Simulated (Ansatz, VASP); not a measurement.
# Cross-check of MgO between VASP and Ansatz, part 2 of 2

Aim: how closely do two programs agree when they are given the same cell, functional and k mesh? The cell is taken from a series of VASP runs on this material, whose earlier steps may have relaxed, scaled or displaced it; both programs get it as it stands.

VASP 6.6.1 and Ansatz 0.2.0.

So far. Step 2 (VASP: band structure, PBE with D3(BJ)): The run ends at a pressure of -0.02 GPa. Step 6 (Ansatz: single point, PBE with D3(BJ)): The run ends at a pressure of 0.72 GPa.

## 7. VASP: single point, PBE with D3(BJ)

Level of this step: PBE with D3(BJ); plane waves and PAW (Mg, O) (VASP).

The same cell, functional, mesh and smearing now go to VASP, with its own data sets and cutoff.

Input file INCAR:

```
SYSTEM = MgO
PREC = Accurate
ENCUT = 520
EDIFF = 1E-06
NELM = 100
ISMEAR = -5
SIGMA = 0.05
LREAL = .FALSE.
ALGO = Normal
GGA = PE
IVDW = 12
NBANDS = 16
LORBIT = 11
LWAVE = .FALSE.
LCHARG = .FALSE.
KPAR = 2
NEDOS = 2001
```

Input file POSCAR:

```
MgO
1.0
    0.0000000000      2.1006853663      2.1006853663
    2.1006853663      0.0000000000      2.1006853663
    2.1006853663      2.1006853663      0.0000000000
Mg O
1 1
Direct
    0.0000000000      0.0000000000      0.0000000000
    0.5000000000      0.5000000000      0.5000000000
```

Input file KPOINTS:

```
Automatic mesh
0
Gamma
13 13 13
0 0 0
```

Potentials, in the order of the species: Mg and O (PBE family, release 64).

On the command line:

```bash
mpirun -np 2 vasp_std
```

Numbers of over 12 decimals in the logs are rounded to 6 here.

The program printed:

```text
[... set-up lines as in an earlier step ...]
 entering main loop
       N       E                     dE             d eps       ncg     rms          rms(c)
DAV:   1     0.149512935596E+02    0.14951E+02   -0.42568E+03  3000   0.439E+02
DAV:   2    -0.129768106240E+02   -0.27928E+02   -0.27292E+02  3712   0.114E+02
DAV:   3    -0.134621235952E+02   -0.48531E+00   -0.48513E+00  3128   0.121E+01
DAV:   4    -0.134631306076E+02   -0.10070E-02   -0.10070E-02  3552   0.615E-01
[...]
DAV:  10    -0.119012943804E+02    0.60756E-04   -0.40295E-04  3056   0.119E-01    0.826E-03
DAV:  11    -0.119012973466E+02   -0.29662E-05   -0.42179E-06  3456   0.122E-02    0.506E-03
DAV:  12    -0.119012972038E+02    0.14280E-06   -0.17876E-07  1824   0.224E-03
   1 F= -.12492135E+02 E0= -.12492135E+02  d E =0.000000E+00
```

From OUTCAR (step 7):

```text
 Edisp (eV)   -0.59084

  Total      -0.00203    -0.00203    -0.00203     0.00000    -0.00000     0.00000
  in kB      -0.17571    -0.17571    -0.17571     0.00000    -0.00000     0.00000
  external pressure =       -0.18 kB  Pullay stress =        0.00 kB

 POSITION                                       TOTAL-FORCE (eV/Angst)
 -----------------------------------------------------------------------------------
      0.00000      0.00000      0.00000         0.000000     -0.000000      0.000000
      2.10069      2.10069      2.10069        -0.000000      0.000000      0.000000
 -----------------------------------------------------------------------------------
    total drift:                               -0.000000     -0.000000      0.000000

  FREE ENERGIE OF THE ION-ELECTRON SYSTEM (eV)
  ---------------------------------------------------
  free  energy   TOTEN  =       -12.4921350211 eV

  energy  without entropy=      -12.4921350211  energy(sigma->0) =      -12.49213502

[... 1 part as in an earlier step ...]

[... 2 further parts left out ...]
[key lines of the parts left out:]
E-fermi :   3.2453
```

The run ends at a pressure of -0.02 GPa.

## 8. Differences

Compared:

| quantity | Ansatz | VASP | difference |
| --- | --- | --- | --- |
| pressure (GPa) | 0.72 | -0.02 | +0.74 |
| pressure without Ansatz's Pulay correction (GPa) | 0.11 | -0.02 | +0.13 |
| gap on the k mesh (eV) | 4.818 | 4.801 | +0.017 |

A gap on the mesh is an upper bound, since the band edges may lie between its points. Ansatz's pressure holds a Pulay correction of 0.61 GPa; VASP's holds none.

## 9. Ansatz: dielectric response, PBE with D3(BJ)

The response to a field tests empty states and converges slowly with the mesh.

The cell is taken from a series of VASP runs on this material, whose earlier steps may have relaxed, scaled or displaced it; both programs get it as it stands.

Input file input.yaml:

```yaml
crystal:
  lattice:
    - [0.0, 2.1006853663, 2.1006853663]
    - [2.1006853663, 0.0, 2.1006853663]
    - [2.1006853663, 2.1006853663, 0.0]
  atoms:
    - { symbol: Mg, position: [0.0, 0.0, 0.0] }
    - { symbol: O, position: [0.5, 0.5, 0.5] }
hamiltonian:
  xc: pbe
  pseudopotentials: { kind: paw }
  dispersion: d3bj
kpoints:
  mp_grid: { grid: [13, 13, 13] }
scf:
  occupations: { method: fixed }
dielectric:
  method: response
```

On the command line:

```bash
ansatz run input.yaml --threads 2 --pin off --max-ram 4608MiB --backend cpu --events-out ev --progress --plain --runs-dir out
```

The program printed:

```text
[...]
Crystal: 2 atoms, lattice volume = 18.540 Å³
Basis set: ecut = 420 eV, 339 PW (Γ), exchange–correlation on 40×40×40 points (8 copies of the dense FFT grid, shifted against one another)
Bands: 12, of which v1, the nominal top of the filled ones, is band 8 counted from 1 (7 counted from 0)
Symmetry: 48 space group operations
k-points: 196 of 2197 (irreducible under 8 space group operations, time reversal used)
[...]
Born effective charges Z* (e; rows j = field, columns β = displacement):
    site 0:
         1.98242    0.00000   -0.00000
         0.00000    1.98242    0.00000
         0.00000   -0.00000    1.98242
    site 1:
        -1.98242   -0.00000    0.00000
         0.00000   -1.98242   -0.00000
         0.00000    0.00000   -1.98242
  Z* charge neutrality: 2.364e-5 e pre-enforcement
  k-mesh period / interband length: 38.6 Å / 1.44 Å = 26.74 at k = (0.0000, 0.0000, 0.0000), direct gap 4.817 eV — 14 or more, which is no proof of convergence
[key lines of the parts left out:]
SCF converged after 7 iterations
Free energy (F): -2494.717198 eV
Fermi energy:    8.229982 eV
```

Wall time 11 s (2 threads of Intel Xeon at 2.80GHz (Skylake/Cascade Lake), shared host); peak memory 0.42 GiB; 13 s of CPU time.

## 10. VASP: dielectric response, PBE with D3(BJ)

The same cell, functional and mesh now go to VASP, with its own data sets and cutoff.

Input file INCAR:

```
SYSTEM = MgO
PREC = Accurate
ENCUT = 520
EDIFF = 1E-08
NELM = 100
ISMEAR = 0
SIGMA = 0.01
LREAL = .FALSE.
ALGO = Normal
GGA = PE
IVDW = 12
NBANDS = 10
LORBIT = 11
LWAVE = .FALSE.
LCHARG = .FALSE.
KPAR = 2
LEPSILON = .TRUE.
```

POSCAR is that of step 7.

KPOINTS is that of step 7.

On the command line:

```bash
mpirun -np 2 vasp_std
```

The program printed:

```text
[... set-up lines as in an earlier step ...]
 entering main loop
       N       E                     dE             d eps       ncg     rms          rms(c)
DAV:   1     0.130442269887E+02    0.13044E+02   -0.47763E+03  1968   0.714E+02
DAV:   2    -0.128617181866E+02   -0.25906E+02   -0.24697E+02  1912   0.138E+02
DAV:   3    -0.134617893822E+02   -0.60007E+00   -0.59947E+00  1972   0.183E+01
DAV:   4    -0.134631294055E+02   -0.13400E-02   -0.13400E-02  1878   0.981E-01
[...]
DAV:  13    -0.119012971815E+02   -0.16115E-07   -0.20369E-08  1636   0.843E-04    0.120E-04
DAV:  14    -0.119012971564E+02    0.25180E-07   -0.71619E-10   964   0.220E-04    0.108E-05
DAV:  15    -0.119012971572E+02   -0.85322E-09   -0.25355E-11   910   0.500E-05
   1 F= -.12492135E+02 E0= -.12492135E+02  d E =-.812760E-65
 Linear response reoptimize wavefunctions to high precision
DAV:   1    -0.119012971572E+02    0.59084E+00   -0.28627E-12   978   0.131E-05
DAV:   2    -0.119012971572E+02    0.14779E-10   -0.61938E-13   896   0.340E-06
 Linear response G [H, r] |phi>, progress :
  Direction:   1
[...]
change of polarisation eV/A/(eV/A) component  2 :     0.032     0.217    -0.002
 dielectric tensor                  component  2 :     0.313     3.120    -0.018
 Linear response to external field, progress :
  Direction:   3
       N       E                     dE             d eps       ncg     rms          rms(c)
RMM:   1    -0.111657862222E+00   -0.11166E+00   -0.32908E-01  8603   0.162E+00
RMM:   2    -0.111936094850E+00   -0.27823E-03   -0.85949E-04  6137   0.200E-01    0.523E-01
RMM:   3    -0.111098522425E+00    0.83757E-03   -0.10222E-03  6099   0.266E-01    0.318E-01
RMM:   4    -0.118653459794E+00   -0.75549E-02   -0.19638E-03  6075   0.391E-01    0.324E-02
RMM:   5    -0.119474039733E+00   -0.82058E-03   -0.29773E-05  6398   0.502E-02    0.627E-03
RMM:   6    -0.119576792836E+00   -0.10275E-03   -0.39665E-07  6560   0.575E-03    0.260E-03
RMM:   7    -0.119619268706E+00   -0.42476E-04   -0.12584E-07  6521   0.314E-03    0.149E-04
RMM:   8    -0.119620925719E+00   -0.16570E-05   -0.80309E-10  6265   0.233E-04    0.699E-05
RMM:   9    -0.119621039021E+00   -0.11330E-06   -0.20152E-10  5567   0.118E-04    0.665E-06
 change of polarisation eV/A/(eV/A) component  3 :     0.005     0.025     0.217
 dielectric tensor                  component  3 :     0.050     0.245     3.120
 Born effective charges drift removed
```

From OUTCAR (step 10):

```text
  Total       0.00042     0.00042     0.00042    -0.00000     0.00000     0.00000
  in kB       0.03642     0.03642     0.03642    -0.00000     0.00000     0.00000
  external pressure =        0.04 kB  Pullay stress =        0.00 kB

 POSITION                                       TOTAL-FORCE (eV/Angst)
 -----------------------------------------------------------------------------------
      0.00000      0.00000      0.00000        -0.000000     -0.000000      0.000000
      2.10069      2.10069      2.10069         0.000000      0.000000      0.000000
 -----------------------------------------------------------------------------------
    total drift:                               -0.000000     -0.000000      0.000000

 Edisp (eV)   -0.59084

 Edisp (eV)   -0.59084

 MACROSCOPIC STATIC DIELECTRIC TENSOR (including local field effects in DFT)
 ------------------------------------------------------
           3.119766    -0.000000    -0.000000
           0.000000     3.119766     0.000000
           0.000000     0.000000     3.119766
 ------------------------------------------------------

[... 1 part as in an earlier step ...]

[... 1 further part left out ...]
```

Energies printed during the response cycles are not total energies of the cell.

## 11. Side by side

Compared:

| quantity | Ansatz | VASP | difference |
| --- | --- | --- | --- |
| ε∞ xx | 3.20 | 3.12 | +2.42 % |
| ε∞ yy | 3.20 | 3.12 | +2.42 % |
| ε∞ zz | 3.20 | 3.12 | +2.42 % |
| Born charge of Mg1 (mean of the diagonal) (e) | 1.98 | 1.97 | +0.02 |
| Born charge of O2 (mean of the diagonal) (e) | -1.98 | -1.97 | -0.02 |

## 12. Summary of results

```json
{
  "difference in gap over the path points (band structure, PBE with D3(BJ))": "0.016 eV",
  "difference in pressure (band structure, PBE with D3(BJ))": "0.74 GPa",
  "difference in gap on the k mesh (single point, PBE with D3(BJ))": "0.017 eV",
  "difference in pressure (single point, PBE with D3(BJ))": "0.74 GPa",
  "difference in ε∞ xx (dielectric response, PBE with D3(BJ))": "2.4 %"
}
```

The difference in pressure is 0.74 GPa (single point, PBE with D3(BJ)), within the 1 GPa picked in this series as the mark of a large difference. Band structure, PBE with D3(BJ), Ansatz's all-electron LAPW method: the difference in gap over the path points goes from 0.016 to 0.011 eV. How closely two codes agree says nothing of how well the functional describes the real material.

[Lines on the potential files, build, host, timing and source positions are cut from VASP's logs without a mark.]

[Logs are printed without paths, hosts, clocks, repeated set-up lines and the standing remarks that a program may print on its own settings, such as how far it seeks lower states.]

[Hosts, paths, dates, database ids (printed as entryN), source tags and the programs' standing remarks are cut or masked in the printed files.]
